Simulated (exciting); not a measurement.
# InPd (Pm-3m) in exciting: notebook

The runs below take InPd through band structure, effective masses, with PBEsol, LDA-PZ.

Program: exciting (release sodium). These are calculated values, not measurements. Logs are shortened: lines on timing, memory, paths and dates and some standing lists are left out, and cuts for length are marked.

## (1) The crystal as given

Symmetry: Pm-3m, No. 221, cubic system. Conventional cell: a = 3.272 Å, b = 3.272 Å, c = 3.272 Å, α = 90.00°, β = 90.00°, γ = 90.00°. In (site symmetry m-3m) is surrounded by 8 Pd at 2.83 Å. Pd (site symmetry m-3m) is surrounded by 8 In at 2.83 Å.

The cell comes from a database or a generator and needn't be the stable form of this composition.

## (2) Band structure, PBEsol, spin-orbit coupling, no magnetisation

Input file run_exciting.py:

```python
import subprocess
import xml.etree.ElementTree as ET
from ase.io import read
from ase.units import Bohr

atoms = read("POSCAR")
rmt = {'In': 2.3, 'Pd': 2.3}  # bohr
tasks = """
<groundstate do="fromscratch" ngridk="8 8 8" rgkmax="8" gmaxvr="14" lmaxapw="10" lmaxmat="10" lmaxvr="8" xctype="GGA_PBE_SOL" stype="Methfessel-Paxton 1" swidth="0.00183747" nempty="50" ValenceRelativity="iora*" epsengy="1e-05" epspot="1e-05" maxscl="60" outputlevel="normal">
  <spin spinorb="true"/>
</groundstate>
<properties>
  <bandstructure>
    <plot1d>
      <path steps="80">
        <point coord="0 0 0" label="G"/>
        <point coord="0 0.5 0" label="X"/>
        <point coord="0.5 0.5 0" label="M"/>
        <point coord="0 0 0" label="G"/>
        <point coord="0.5 0.5 0.5" label="R"/>
        <point coord="0 0.5 0" label="X" breakafter="true"/>
        <point coord="0.5 0.5 0" label="M"/>
        <point coord="0.5 0.5 0.5" label="R"/>
      </path>
    </plot1d>
  </bandstructure>
  <chargedensityplot>
    <plot3d>
      <box grid="17 17 17">
        <origin coord="0 0 0"/>
        <point coord="1 0 0"/>
        <point coord="0 1 0"/>
        <point coord="0 0 1"/>
      </box>
    </plot3d>
  </chargedensityplot>
  <elfplot>
    <plot3d>
      <box grid="17 17 17">
        <origin coord="0 0 0"/>
        <point coord="1 0 0"/>
        <point coord="0 1 0"/>
        <point coord="0 0 1"/>
      </box>
    </plot3d>
  </elfplot>
  <exccplot>
    <plot3d>
      <box grid="17 17 17">
        <origin coord="0 0 0"/>
        <point coord="1 0 0"/>
        <point coord="0 1 0"/>
        <point coord="0 0 1"/>
      </box>
    </plot3d>
  </exccplot>
</properties>
"""

root = ET.Element("input")
ET.SubElement(root, "title").text = "InPd"
structure = ET.SubElement(root, "structure", speciespath="./", tshift="false")
crystal = ET.SubElement(structure, "crystal", scale="1.0")
for vector in atoms.cell / Bohr:
    ET.SubElement(crystal, "basevect").text = " ".join(f"{x:.12f}" for x in vector)
symbols = atoms.get_chemical_symbols()
for element in dict.fromkeys(symbols):
    species = ET.SubElement(structure, "species", speciesfile=element + ".xml", rmt=str(rmt[element]))
    for symbol, position in zip(symbols, atoms.get_scaled_positions(wrap=False)):
        if symbol == element:
            ET.SubElement(species, "atom", coord=" ".join(f"{x:.12f}" for x in position))
root.extend(ET.fromstring("<tasks>" + tasks + "</tasks>"))
ET.indent(root)
ET.ElementTree(root).write("input.xml")
subprocess.run(["exciting_smp"], check=True)
```

Input file POSCAR:

```
InPd
1.0
    3.2718847800      0.0000000000      0.0000000000
    0.0000000000      3.2718847800      0.0000000000
    0.0000000000      0.0000000000      3.2718847800
In Pd
1 1
Direct
    0.0000000000      0.0000000000      0.0000000000
    0.5000000000      0.5000000000      0.5000000000
```

Potentials or basis: all-electron LAPW+lo, shipped species files, valence relativity iora*.

The run is started by

```bash
$ OMP_NUM_THREADS=1 python run_exciting.py
```

Log:

```text
================================================================================
EXCITING SODIUM started
[... 10 lines left out ...]

 Lattice vectors (cartesian) :
      6.1829661495      0.0000000000      0.0000000000
      0.0000000000      6.1829661495      0.0000000000
      0.0000000000      0.0000000000      6.1829661495

 Reciprocal lattice vectors (cartesian) :
      1.0162089126      0.0000000000      0.0000000000
      0.0000000000      1.0162089126      0.0000000000
      0.0000000000      0.0000000000      1.0162089126

 Unit cell volume                           :     236.3690482456
 Brillouin zone volume                      :       1.0494191828

 Species :    1 (In)
     parameters loaded from                 :    In.xml
     name                                   :    indium
     nuclear charge                         :     -49.00000000
     electronic charge                      :      49.00000000
     atomic mass                            :  209300.41010000
     muffin-tin radius                      :       2.30000000
     # of radial points in muffin-tin       :     400

     atomic positions (lattice) :
       1 :   0.00000000  0.00000000  0.00000000

 Species :    2 (Pd)
     parameters loaded from                 :    Pd.xml
     name                                   :    palladium
     nuclear charge                         :     -46.00000000
     electronic charge                      :      46.00000000
     atomic mass                            :  193991.79260000
     muffin-tin radius                      :       2.30000000
     # of radial points in muffin-tin       :     350

     atomic positions (lattice) :
       1 :   0.50000000  0.50000000  0.50000000

 Total number of atoms per unit cell        :       2

 Spin treatment                             :    spin-polarised
 Spin-orbit coupling is included
 Global magnetic field (cartesian) :        0.00000000   0.00000000   0.00000000
 non-collinear magnetisation

 Number of Bravais lattice symmetries       :      48
 Number of crystal symmetries               :      48

 k-point grid                               :       8    8    8
 Total number of k-points                   :      35
 k-point set is reduced with crystal symmetries

 R^MT_min * |G+k|_max (rgkmax)              :       8.00000000
 Species with R^MT_min                      :       1 (In)
 Maximum |G+k| for APW functions            :       3.47826087
 Maximum |G| for potential and density      :      14.00000000

 G-vector grid sizes                        :      30    30    30
 Total number of G-vectors                  :   11019

 Maximum angular momentum used for
     APW functions                          :      10
     computing H and O matrix elements      :      10
     potential and density                  :       8
     inner part of muffin-tin               :       2

 Total nuclear charge                       :     -95.00000000
 Total electronic charge                    :      95.00000000
 Total core charge                          :      58.00000000
 Total valence charge                       :      37.00000000

 Number of empty states                     :      50
 Total number of valence states             :     138

 Maximum Hamiltonian size                   :     205
 Maximum number of plane-waves              :     175
 Total number of local-orbitals             :      30

 Exchange-correlation type                  :      22
     PBEsol, Phys. Rev. Lett. 100, 136406 (2008)
     Generalised gradient approximation (GGA)

 Smearing scheme                            :    Methfessel-Paxton order 1, Phys. Rev. B 40, 3616 (1989)
 Smearing width                             :       0.00183747

[... 17 lines left out ...]
+ SCF iteration number :    1                                                  +
++++++++++++++++++++++++++++++++++++++++++++++++++++++++++++++++++++++++++++++++
 Total energy                               :    -10899.14119233
 _______________________________________________________________
 Fermi energy                               :         0.40119151
 Kinetic energy                             :     11460.88629760
 Coulomb energy                             :    -22061.64779227
 Exchange energy                            :      -292.60684030
 Correlation energy                         :        -5.77285737
 No external B-field energy in total energy

 DOS at Fermi energy (states/Ha/cell)       :        18.58176820

 Electron charges :
     core                                   :        58.00000000
     core leakage                           :         0.00071862
     valence                                :        37.00000000
     interstitial                           :         4.55757192
     charge in muffin-tin spheres :
                  atom     1    In          :        46.86028635
                  atom     2    Pd          :        43.58214173
     total charge in muffin-tins            :        90.44242808
     total charge                           :        95.00000000

 Moments :
     interstitial                 :    -0.00000000     0.00000000    -0.00000000
     moment in muffin-tin spheres :
         atom     1    In         :     0.00000000     0.00000000     0.00000000
         atom     2    Pd         :     0.00000000     0.00000000     0.00000000
     total moment in muffin-tins  :     0.00000000     0.00000000     0.00000000
     total moment                 :    -0.00000000     0.00000000    -0.00000000

++++++++++++++++++++++++++++++++++++++++++++++++++++++++++++++++++++++++++++++++
+ SCF iteration number :    2                                                  +
++++++++++++++++++++++++++++++++++++++++++++++++++++++++++++++++++++++++++++++++
 Total energy                               :    -10923.52620163
 _______________________________________________________________
 Fermi energy                               :         0.34918913
 Kinetic energy                             :     11447.31255555
 Coulomb energy                             :    -22071.68704067
 Exchange energy                            :      -293.37451297
 Correlation energy                         :        -5.77720355
 No external B-field energy in total energy

 DOS at Fermi energy (states/Ha/cell)       :        94.77709443

 Electron charges :
     core                                   :        58.00000000
     core leakage                           :         0.00071638
     valence                                :        37.00000000
     interstitial                           :         3.99009512
     charge in muffin-tin spheres :
                  atom     1    In          :        46.60888342
                  atom     2    Pd          :        44.40102146
     total charge in muffin-tins            :        91.00990488
     total charge                           :        95.00000000

 Moments :
     interstitial                 :     0.00000000     0.00000000     0.00000000
     moment in muffin-tin spheres :
         atom     1    In         :     0.00000000     0.00000000    -0.00000000
         atom     2    Pd         :     0.00000000     0.00000000    -0.00000000
     total moment in muffin-tins  :     0.00000000     0.00000000    -0.00000000
     total moment                 :     0.00000000     0.00000000    -0.00000000

 RMS change in effective potential (target) :  0.344295E-01  ( 0.100000E-04)
 Absolute change in total energy   (target) :   24.3850      ( 0.100000E-04)
 Charge distance                   (target) :  0.181956E-01  ( 0.100000E-04)
[... 433 lines left out ...]
 Moments :
     interstitial                 :    -0.00000000    -0.00000000     0.00000000
     moment in muffin-tin spheres :
         atom     1    In         :     0.00000000     0.00000000     0.00000000
         atom     2    Pd         :     0.00000000     0.00000000     0.00000000
     total moment in muffin-tins  :     0.00000000     0.00000000     0.00000000
     total moment                 :    -0.00000000    -0.00000000     0.00000000

 RMS change in effective potential (target) :  0.229415E-08  ( 0.100000E-04)
 Absolute change in total energy   (target) :  0.373462E-05  ( 0.100000E-04)
 Charge distance                   (target) :  0.192967E-08  ( 0.100000E-04)

++++++++++++++++++++++++++++++++++++++++++++++++++++++++++++++++++++++++++++++++
+ SCF iteration number :   15                                                  +
++++++++++++++++++++++++++++++++++++++++++++++++++++++++++++++++++++++++++++++++
 Total energy                               :    -10925.25552189
 _______________________________________________________________
 Fermi energy                               :         0.33019132
 Kinetic energy                             :     11444.76871254
 Coulomb energy                             :    -22070.89694162
 Exchange energy                            :      -293.34987649
 Correlation energy                         :        -5.77741631
 No external B-field energy in total energy

 DOS at Fermi energy (states/Ha/cell)       :       118.77500379

 Electron charges :
     core                                   :        58.00000000
     core leakage                           :         0.00069925
     valence                                :        37.00000000
     interstitial                           :         4.00940390
     charge in muffin-tin spheres :
                  atom     1    In          :        46.67417114
                  atom     2    Pd          :        44.31642496
     total charge in muffin-tins            :        90.99059610
     total charge                           :        95.00000000

 Moments :
     interstitial                 :     0.00000000    -0.00000000    -0.00000000
     moment in muffin-tin spheres :
         atom     1    In         :     0.00000000     0.00000000     0.00000000
         atom     2    Pd         :     0.00000000     0.00000000    -0.00000000
     total moment in muffin-tins  :     0.00000000     0.00000000    -0.00000000
     total moment                 :     0.00000000    -0.00000000    -0.00000000

 RMS change in effective potential (target) :  0.118758E-08  ( 0.100000E-04)
 Absolute change in total energy   (target) :  0.134363E-05  ( 0.100000E-04)
 Charge distance                   (target) :  0.613935E-09  ( 0.100000E-04)

++++++++++++++++++++++++++++++++++++++++++++++++++++++++++++++++++++++++++++++++
| Convergency criteria checked for the last 2 iterations                       +
| Convergence targets achieved. Performing final SCF iteration                 +
++++++++++++++++++++++++++++++++++++++++++++++++++++++++++++++++++++++++++++++++
 Total energy                               :    -10925.25552292
 _______________________________________________________________
 Fermi energy                               :         0.33019132
 Kinetic energy                             :     11444.76871215
 Coulomb energy                             :    -22070.89694222
 Exchange energy                            :      -293.34987653
 Correlation energy                         :        -5.77741632
 No external B-field energy in total energy

 DOS at Fermi energy (states/Ha/cell)       :       118.77500063

 Electron charges :
     core                                   :        58.00000000
     core leakage                           :         0.00069925
     valence                                :        37.00000000
     interstitial                           :         4.00940390
     charge in muffin-tin spheres :
                  atom     1    In          :        46.67417114
                  atom     2    Pd          :        44.31642497
     total charge in muffin-tins            :        90.99059610
     total charge                           :        95.00000000

 Moments :
     interstitial                 :     0.00000000    -0.00000000     0.00000000
     moment in muffin-tin spheres :
         atom     1    In         :     0.00000000     0.00000000     0.00000000
         atom     2    Pd         :     0.00000000     0.00000000    -0.00000000
     total moment in muffin-tins  :     0.00000000     0.00000000    -0.00000000
     total moment                 :     0.00000000    -0.00000000     0.00000000

++++++++++++++++++++++++++++++++++++++++++++++++++++++++++++++++++++++++++++++++
[... 12 lines left out ...]
| EXCITING SODIUM stopped                                                      =
================================================================================
```

Run time: 2.5 min. Hardware: 1 thread of AMD EPYC 9R45 (Zen 5), shared host; peak memory 0.16 GiB.

Results:

- Band gap on the k mesh: none (metal or under the smearing width)
- All electrons inside the program's atomic spheres: In 46.67; Pd 44.32 (radii In 2.3, Pd 2.3 bohr)

Levels at the corners of the path, in eV from the Fermi level:
| point | band 33 | band 34 | band 35 | band 36 | band 37 | band 38 | band 39 | band 40 |
| --- | --- | --- | --- | --- | --- | --- | --- | --- |
| Γ | -2.24 | -2.24 | -1.96 | -1.96 | 3.83 | 3.83 | 4.53 | 4.53 |
| X | -3.05 | -3.05 | -2.20 | -2.20 | -0.98 | -0.98 | 9.35 | 9.35 |
| M | -2.28 | -2.28 | -2.19 | -2.19 | -1.56 | -1.56 | 1.57 | 1.57 |
| Γ | -2.24 | -2.24 | -1.96 | -1.96 | 3.83 | 3.83 | 4.53 | 4.53 |
| R | -1.53 | -1.53 | -0.01 | -0.01 | 3.66 | 3.66 | 4.00 | 4.00 |
| X | -3.05 | -3.05 | -2.20 | -2.20 | -0.98 | -0.98 | 9.35 | 9.35 |
| M | -2.28 | -2.28 | -2.19 | -2.19 | -1.56 | -1.56 | 1.57 | 1.57 |
| R | -1.53 | -1.53 | -0.01 | -0.01 | 3.66 | 3.66 | 4.00 | 4.00 |

Caveat: total energies with spin-orbit coupling aren't reliable in this program, so none is listed and the log's shouldn't be used.

[end of part 1 of 2]
